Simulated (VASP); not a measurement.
# Sn2Ge (Fm-3m) in VASP: a series of runs, part 2 of 2

VASP 6.6.1. The steps go on from the part before.

### Step 3. Relaxation of cell and atoms, LDA

INCAR

```
  PREC = Accurate
  ENCUT = 600
  EDIFF = 1E-6
  ISMEAR = 0
  SIGMA = 0.1
  LREAL = F
  LASPH = T
  NELM = 100
  ALGO = Fast
  ISIF = 3
  LWAVE = F
  LCHARG = F
  IBRION = 2
  NSW = 100
  EDIFFG = -0.005
```

KPOINTS

```
regular mesh
0
Gamma
  12 12 12
```

POSCAR

```
Sn2Ge
1.0
    0.0000000000      3.3958313250      3.3958313250
    3.3958313250      0.0000000000      3.3958313250
    3.3958313250      3.3958313250      0.0000000000
Sn Ge
2 1
Direct
    0.7500000000      0.7500000000      0.7500000000
    0.2500000000      0.2500000000      0.2500000000
    0.0000000000      0.0000000000      0.0000000000
```

Potentials or basis: VASP PAW LDA potentials, release 64 (Sn_d, Ge_d).

The run is started by

```bash
cat potpaw_LDA.64/Sn_d/POTCAR potpaw_LDA.64/Ge_d/POTCAR > POTCAR
mpirun -np 1 vasp_std > vasp.out
```

OUTCAR:

```text
PREC = Accurate
   ENCUT = 600
   EDIFF = 1E-6
   ISMEAR = 0
   LREAL = F
   LASPH = T
   NELM = 100
   ISIF = 3
   IBRION = 2
   NSW = 100
   EDIFFG = -0.005

 ion  position               nearest neighbor table
   1  0.750  0.750  0.750-   3 2.94   3 2.94   3 2.94   3 2.94   2 3.40   2 3.40   2 3.40   2 3.40
                             2 3.40   2 3.40
   2  0.250  0.250  0.250-   3 2.94   3 2.94   3 2.94   3 2.94   1 3.40   1 3.40   1 3.40   1 3.40
                             1 3.40   1 3.40
   3  0.000  0.000  0.000-   1 2.94   1 2.94   1 2.94   1 2.94   2 2.94   2 2.94   2 2.94   2 2.94

  LATTYP: Found a face centered cubic cell.
 ALAT       =     6.7916626500

  Lattice vectors:

 A1 = (   0.0000000000,   3.3958313250,   3.3958313250)
 A2 = (   3.3958313250,   0.0000000000,   3.3958313250)
 A3 = (   3.3958313250,   3.3958313250,   0.0000000000)

Analysis of symmetry for initial positions (statically):
=====================================================================
 Subroutine PRICEL returns:
 Original cell was already a primitive cell.

 Routine SETGRP: Setting up the symmetry group for a
 face centered cubic supercell.

 Subroutine GETGRP returns: Found 48 space group operations
 (whereof 48 operations were pure point group operations)
 out of a pool of 48 trial point group operations.

The static configuration has the point symmetry O_h .

Analysis of symmetry for dynamics (positions and initial velocities):
=====================================================================
 Subroutine PRICEL returns:
 Original cell was already a primitive cell.

 Routine SETGRP: Setting up the symmetry group for a
 face centered cubic supercell.

 Subroutine GETGRP returns: Found 48 space group operations
 (whereof 48 operations were pure point group operations)
 out of a pool of 48 trial point group operations.

The dynamic configuration has the point symmetry O_h .

 Subroutine INISYM returns: Found 48 space group operations
 (whereof 48 operations are pure point group operations),
 and found     1 'primitive' translations

[... 122 lines left out ...]
   LHFCALC =     F    Hartree Fock is set to
   AEXX    =    0.0000 exact exchange contribution
   IVDW    =     0    specifies the selected vdW correction
   LEPSILON=     F    determine dielectric tensor
   LRPA    =     F    only Hartree local field effects (RPA)
 conjugate gradient relaxation of ions
 non-spin polarized calculation
 RMM-DIIS sequential band-by-band and
 Gauss-broadening in eV      SIGMA  =   0.10
  energy-cutoff  :      600.00
  volume of cell :       78.32
 maximum number of plane-waves:      2667
   NGX = 19   NGY = 19   NGZ = 19

--------------------------------------- Ionic step        1  -------------------------------------------

 number of electron      42.0000017 magnetization

 Free energy of the ion-electron system (eV)
  ---------------------------------------------------
  ext. energy  EPLUGINS =         0.00000000
  ---------------------------------------------------
  free energy    TOTEN  =       -13.65063209 eV

  energy without entropy =      -13.64388736  energy(sigma->0) =      -13.64725972

------------------------ aborting loop because EDIFF is reached ----------------------------------------

  FORCE on cell =-STRESS in cart. coord.  units (eV):
  Direction    XX          YY          ZZ          XY          YZ          ZX
  --------------------------------------------------------------------------------------
  -------------------------------------------------------------------------------------
  Total        0.0386707      0.0386707      0.0386707     -0.0000000      0.0000000      0.0000000
  in kB        0.7910867      0.7910867      0.7910867     -0.0000000      0.0000000      0.0000000
  external PRESSURE =       0.7910867 kB  Pullay stress =       0.0000000 kB
[... 61 lines left out ...]
--------------------------------------- Ionic step        3  -------------------------------------------

 number of electron      42.0000017 magnetization

 Free energy of the ion-electron system (eV)
  ---------------------------------------------------
  ext. energy  EPLUGINS =         0.00000000
  ---------------------------------------------------
  free energy    TOTEN  =       -13.65067099 eV

  energy without entropy =      -13.64387622  energy(sigma->0) =      -13.64727360

 E-fermi :   6.7334     XC(G=0): -10.3654

 val. band max:        6.7008663578   @ k =   0.2500   0.0000   0.0000
 cond. band min:       6.7466777703   @ k =  -0.4167   0.0833   0.0000
 fundamental gap:      0.0458114125
 Fermi energy:         6.7334360995

 k-point     1 :       0.0000    0.0000    0.0000
  band No.  band energies     occupation
      1     -17.9581      2.00000
      2     -17.9581      2.00000
      3     -17.9581      2.00000
      4     -17.9447      2.00000
      5     -17.9447      2.00000
      6     -14.7801      2.00000
[... 661 lines left out ...]
     24       9.3562      0.00000
     25      10.7772      0.00000

 [... further k-points ...]
[... 5 lines left out ...]
  --------------------------------------------------------------------------------------
  -------------------------------------------------------------------------------------
  Total       -0.0090015     -0.0090015     -0.0090015      0.0000000     -0.0000000     -0.0000000
  in kB       -0.1838734     -0.1838734     -0.1838734      0.0000000     -0.0000000     -0.0000000
  external PRESSURE =      -0.1838734 kB  Pullay stress =       0.0000000 kB
[... 18 lines left out ...]
  FREE ENERGIE OF THE ION-ELECTRON SYSTEM (eV)
  ---------------------------------------------------
  free  energy   TOTEN  =       -13.6506709865 eV

  energy  without entropy=      -13.6438762230  energy(sigma->0) =      -13.64727360

 reached required accuracy - stopping structural energy minimisation
```

OSZICAR:

```text
N       E                     dE             d eps       ncg     rms          rms(c)
DAV:   1     0.355754839759E+03    0.35575E+03   -0.24157E+04  3713   0.368E+03
DAV:   2     0.389097074166E+02   -0.31685E+03   -0.31433E+03  3608   0.655E+02
DAV:   3    -0.115000669935E+02   -0.50410E+02   -0.49981E+02  4342   0.209E+02
DAV:   4    -0.137379558861E+02   -0.22379E+01   -0.22239E+01  4093   0.496E+01
[... 22 lines left out ...]
       N       E                     dE             d eps       ncg     rms          rms(c)
DAV:   1    -0.136507437827E+02   -0.72889E-04   -0.14215E-03  4403   0.600E-01    0.473E-02
RMM:   2    -0.136506858094E+02    0.57973E-04   -0.94487E-05  4038   0.134E-01    0.224E-02
RMM:   3    -0.136506715951E+02    0.14214E-04   -0.47308E-05  4045   0.887E-02    0.380E-03
RMM:   4    -0.136506709865E+02    0.60865E-06   -0.58550E-06  3113   0.245E-02
   3 F= -.13650671E+02 E0= -.13647274E+02  d E =-.388940E-04
```

It took 2.3 min on 1 thread of Intel Xeon 6975P-C (Granite Rapids), shared host; peak memory 0.31 GiB.

What came out:

```yaml
Free_energy: -13.6507 eV
Relaxed_volume: 26.14 Å³/atom
Relaxed_cell: a = 4.805 Å, b = 4.805 Å, c = 4.805 Å, α = 60.00°, β = 60.00°, γ = 60.00°
Space_group_after_relaxing_to_0.05_Å: Fm-3m (No. 225)
Energy_gained_by_relaxing: 0.0 meV/atom
Ionic_steps: 3
Pressure_after_relaxing: 0.0 GPa
Band_gap_on_the_k_mesh: none (metal or under the smearing width)
```

Final structure:
```
Sn Ge
1.0
     0.00000    3.39750    3.39750
     3.39750    0.00000    3.39750
     3.39750    3.39750    0.00000
Sn Ge
2 1
Direct
  0.75000 0.75000 0.75000
  0.25000 0.25000 0.25000
  0.00000 0.00000 0.00000
```

### Step 4. Single point, LDA

This run uses another cell than the first one, of 20.70 Å³/atom, 0.793 times its volume.

INCAR

```
SYSTEM = Sn2Ge
  PREC = Accurate
  ENCUT = 520
  EDIFF = 1E-6
  ISMEAR = 0
  SIGMA = 0.1
  LREAL = .FALSE.
  LASPH = .TRUE.
  NELM = 100
  ALGO = Normal
  ISIF = 2
  LWAVE = .FALSE.
  LCHARG = .FALSE.
  GGA = CA
  NBANDS = 28
```

KPOINTS

```
Automatic mesh
0
G
  6 6 6
  0 0 0
```

POSCAR

```
Sn2Ge
1.0
    0.0000000000      3.1429694073      3.1429694073
    3.1429694073      0.0000000000      3.1429694073
    3.1429694073      3.1429694073      0.0000000000
Sn Ge
2 1
Direct
    0.7500000000      0.7500000000      0.7500000000
    0.2500000000      0.2500000000      0.2500000000
    0.0000000000      0.0000000000      0.0000000000
```

Potentials or basis: VASP PAW LDA potentials, release 64 (Sn_d, Ge_d).

The run is started by

```bash
cat potpaw_LDA.64/Sn_d/POTCAR potpaw_LDA.64/Ge_d/POTCAR > POTCAR
mpirun -np 1 vasp_std > vasp.out
```

OUTCAR:

```text
SYSTEM = Sn2Ge
   PREC = Accurate
   ENCUT = 520
   EDIFF = 1E-6
   ISMEAR = 0
   LREAL = .FALSE.
   LASPH = .TRUE.
   NELM = 100
   ISIF = 2
   GGA = CA

 ion  position               nearest neighbor table
   1  0.750  0.750  0.750-   3 2.72   3 2.72   3 2.72   3 2.72   2 3.14   2 3.14   2 3.14   2 3.14
                             2 3.14   2 3.14
   2  0.250  0.250  0.250-   3 2.72   3 2.72   3 2.72   3 2.72   1 3.14   1 3.14   1 3.14   1 3.14
                             1 3.14   1 3.14
   3  0.000  0.000  0.000-   1 2.72   2 2.72   1 2.72   1 2.72   2 2.72   1 2.72   2 2.72   2 2.72

  LATTYP: Found a face centered cubic cell.
 ALAT       =     6.2859388146

  Lattice vectors:

 A1 = (   0.0000000000,   3.1429694073,   3.1429694073)
 A2 = (   3.1429694073,   0.0000000000,   3.1429694073)
 A3 = (   3.1429694073,   3.1429694073,   0.0000000000)

Analysis of symmetry for initial positions (statically):
=====================================================================
 Subroutine PRICEL returns:
 Original cell was already a primitive cell.

 Routine SETGRP: Setting up the symmetry group for a
 face centered cubic supercell.

 Subroutine GETGRP returns: Found 48 space group operations
 (whereof 48 operations were pure point group operations)
 out of a pool of 48 trial point group operations.

The static configuration has the point symmetry O_h .

Analysis of symmetry for dynamics (positions and initial velocities):
=====================================================================
 Subroutine PRICEL returns:
 Original cell was already a primitive cell.

 Routine SETGRP: Setting up the symmetry group for a
 face centered cubic supercell.

 Subroutine GETGRP returns: Found 48 space group operations
 (whereof 48 operations were pure point group operations)
 out of a pool of 48 trial point group operations.

The dynamic configuration has the point symmetry O_h .

 Subroutine INISYM returns: Found 48 space group operations
 (whereof 48 operations are pure point group operations),
[... 107 lines left out ...]
   IMIX   =      4    mixing-type and parameters
     AMIX     =   0.40;   BMIX     =  1.00
     AMIX_MAG =   1.60;   BMIX_MAG =  1.00
  volume/ion in A,a.u.               =      20.70       139.68
  Fermi-wavevector in a.u.,A,eV,Ry     =   1.437058  2.715647 28.097896  2.065137
  Thomas-Fermi vector in A             =   2.556178
   LORBIT       =      0    0 simple, 1 ext, 2 COOP (PROOUT), +10 PAW based schemes
   GGA     = CA    functional components
   LHFCALC =     F    Hartree Fock is set to
   AEXX    =    0.0000 exact exchange contribution
   IVDW    =     0    specifies the selected vdW correction
   LEPSILON=     F    determine dielectric tensor
   LRPA    =     F    only Hartree local field effects (RPA)
 non-spin polarized calculation
 Gauss-broadening in eV      SIGMA  =   0.10
  energy-cutoff  :      520.00
  volume of cell :       62.09
 maximum number of plane-waves:      1687
 NGX is ok and might be reduce to    36
   NGX = 17   NGY = 17   NGZ = 17

 number of electron      41.9999985 magnetization

 Free energy of the ion-electron system (eV)
  ---------------------------------------------------
  ext. energy  EPLUGINS =         0.00000000
  ---------------------------------------------------
  free energy    TOTEN  =       -12.67199029 eV

  energy without entropy =      -12.65220417  energy(sigma->0) =      -12.66209723

 E-fermi :   9.3515     XC(G=0): -11.5052

 val. band max:        9.3464508642   @ k =   0.3333   0.0000   0.0000
 cond. band min:       9.6256310954   @ k =   0.1667   0.1667   0.0000
 fundamental gap:      0.2791802312
 Fermi energy:         9.3515160606

 k-point     1 :       0.0000    0.0000    0.0000
  band No.  band energies     occupation
      1     -15.2832      2.00000
      2     -15.2832      2.00000
      3     -15.2832      2.00000
      4     -15.2555      2.00000
      5     -15.2555      2.00000
      6     -12.1451      2.00000
[... 485 lines left out ...]
     27      16.9686      0.00000
     28      18.1819      0.00000

------------------------ aborting loop because EDIFF is reached ----------------------------------------

  FORCE on cell =-STRESS in cart. coord.  units (eV):
  Direction    XX          YY          ZZ          XY          YZ          ZX
  --------------------------------------------------------------------------------------
  -------------------------------------------------------------------------------------
  Total        8.6501712      8.6501712      8.6501712      0.0000000     -0.0000000      0.0000000
  in kB      223.1951893    223.1951893    223.1951893      0.0000000     -0.0000000      0.0000000
  external PRESSURE =     223.1951893 kB  Pullay stress =       0.0000000 kB

 VOLUME and BASIS-vectors are now :
 -----------------------------------------------------------------------------
  energy-cutoff  :      520.00
  volume of cell :       62.09
      direct lattice vectors                 reciprocal lattice vectors
     0.000000000  3.142969407  3.142969407    -0.159085226  0.159085226  0.159085226
     3.142969407  0.000000000  3.142969407     0.159085226 -0.159085226  0.159085226
     3.142969407  3.142969407  0.000000000     0.159085226  0.159085226 -0.159085226

 POSITION                                       TOTAL-FORCE (eV/Angst)
 -----------------------------------------------------------------------------------
      4.71445      4.71445      4.71445        -0.000000     -0.000000     -0.000000
      1.57148      1.57148      1.57148         0.000000      0.000000      0.000000
      0.00000      0.00000      0.00000         0.000000      0.000000      0.000000
 -----------------------------------------------------------------------------------
    total drift:                                0.000000      0.000000      0.000000

  FREE ENERGIE OF THE ION-ELECTRON SYSTEM (eV)
  ---------------------------------------------------
  free  energy   TOTEN  =       -12.6719902931 eV

  energy  without entropy=      -12.6522041720  energy(sigma->0) =      -12.66209723
```

stdout:

```text
POSCAR found type information on POSCAR SnGe
 POSCAR found :  2 types and       3 ions
 scaLAPACK will be used
 LDA part: xc-table for (Slater(with rela. corr.)+CA(PZ))
 , standard interpolation
 POSCAR, INCAR and KPOINTS ok, starting setup
 FFT: planning ... GRIDC
 FFT: planning ... GRID_SOFT
 FFT: planning ... GRID
 WAVECAR not read
 entering main loop
```

Wall time 10 s (1 thread of Intel Xeon 6975P-C (Granite Rapids), shared host); peak memory 0.17 GiB.

What came out:

* Free energy: -12.6720 eV
* Pressure: 22.3 GPa
* Band gap on the k mesh: none (metal or under the smearing width)

Caveat: so large a pressure means that the cell lies far from this level's equilibrium, or that cutoff or potentials fall short.

### Step 5. Single point, LDA (cell and atoms relaxed tightly for response)

INCAR

```
PREC = Accurate
ENCUT = 520
EDIFF = 1E-7
ISMEAR = -1
SIGMA = 0.15
LREAL = F
LASPH = T
NELM = 100
ALGO = Fast
ISIF = 2
LWAVE = F
LCHARG = F
NBANDS = 28
```

KPOINTS

```
Automatic mesh
0
Gamma
  12 12 12
```

POSCAR

```
Sn2Ge
1.0
    0.0000000000      3.3992919954      3.3992919954
    3.3992919954      0.0000000000      3.3992919954
    3.3992919954      3.3992919954      0.0000000000
Sn Ge
2 1
Direct
    0.7500000000      0.7500000000      0.7500000000
    0.2500000000      0.2500000000      0.2500000000
    0.0000000000      0.0000000000      0.0000000000
```

Potentials or basis: VASP PAW LDA potentials, release 64 (Sn_d, Ge_d).

The run is started by

```bash
cat potpaw_LDA.64/Sn_d/POTCAR potpaw_LDA.64/Ge_d/POTCAR > POTCAR
mpirun -np 1 vasp_std > vasp.out
```

OUTCAR:

```text
PREC = Accurate
   ENCUT = 520
   EDIFF = 1E-7
   ISMEAR = -1
   LREAL = F
   LASPH = T
   NELM = 100
   ISIF = 2

 ion  position               nearest neighbor table
   1  0.750  0.750  0.750-   3 2.94   3 2.94   3 2.94   3 2.94   2 3.40   2 3.40   2 3.40   2 3.40
                             2 3.40   2 3.40
   2  0.250  0.250  0.250-   3 2.94   3 2.94   3 2.94   3 2.94   1 3.40   1 3.40   1 3.40   1 3.40
                             1 3.40   1 3.40
   3  0.000  0.000  0.000-   1 2.94   1 2.94   1 2.94   1 2.94   2 2.94   2 2.94   2 2.94   2 2.94

  LATTYP: Found a face centered cubic cell.
 ALAT       =     6.7985839908
[... 933 lines left out ...]
     28      14.6156      0.00000

 [... further k-points ...]
[... 5 lines left out ...]
  --------------------------------------------------------------------------------------
  -------------------------------------------------------------------------------------
  Total        0.0227140      0.0227140      0.0227140      0.0000000      0.0000000      0.0000000
  in kB        0.4632424      0.4632424      0.4632424      0.0000000      0.0000000      0.0000000
  external PRESSURE =       0.4632424 kB  Pullay stress =       0.0000000 kB

 VOLUME and BASIS-vectors are now :
 -----------------------------------------------------------------------------
  energy-cutoff  :      520.00
  volume of cell :       78.56
      direct lattice vectors                 reciprocal lattice vectors
     0.000000000  3.399291995  3.399291995    -0.147089453  0.147089453  0.147089453
     3.399291995  0.000000000  3.399291995     0.147089453 -0.147089453  0.147089453
     3.399291995  3.399291995  0.000000000     0.147089453  0.147089453 -0.147089453

 POSITION                                       TOTAL-FORCE (eV/Angst)
 -----------------------------------------------------------------------------------
      5.09894      5.09894      5.09894         0.000000     -0.000000     -0.000000
      1.69965      1.69965      1.69965        -0.000000      0.000000      0.000000
      0.00000      0.00000      0.00000        -0.000000     -0.000000      0.000000
 -----------------------------------------------------------------------------------
    total drift:                                0.000000      0.000000      0.000000

  FREE ENERGIE OF THE ION-ELECTRON SYSTEM (eV)
  ---------------------------------------------------
  free  energy   TOTEN  =       -13.6945485595 eV

  energy  without entropy=      -13.5989217986  energy(sigma->0) =      -13.64673518
```

It took 92 s on 1 thread of Intel Xeon 6975P-C (Granite Rapids), shared host; peak memory 0.27 GiB.

What came out:

* Free energy: -13.6945 eV
* Pressure: 0.0 GPa
* Band gap on the k mesh: none (metal or under the smearing width)

### Step 6. The runs side by side

```tsv
task	cell	k mesh	cutoff (eV)	smearing	gap on the mesh (eV)	pressure (GPa)
single point	Fm-3m, 26.11 Å³/atom	12 × 12 × 12	520	gaussian 0.1 eV	none	0.0
relaxation of cell and atoms	relaxed	12 × 12 × 12	600	gaussian 0.1 eV	none	0.0
single point	Fm-3m, 20.7 Å³/atom	6 × 6 × 6	520	gaussian 0.1 eV	none	22.3
single point	cell and atoms relaxed tightly for response	12 × 12 × 12	520	fermi-dirac 0.15 eV	none	0.0
```

Alike in all rows: level LDA; potentials or basis VASP PAW LDA potentials, release 64 (Sn_d, Ge_d); no spin polarisation.

Caveats: so large a pressure means that the cell lies far from this level's equilibrium, or that cutoff or potentials fall short (some runs).

Total energies depend on the potentials used, so only differences within one code and one set of settings carry meaning.
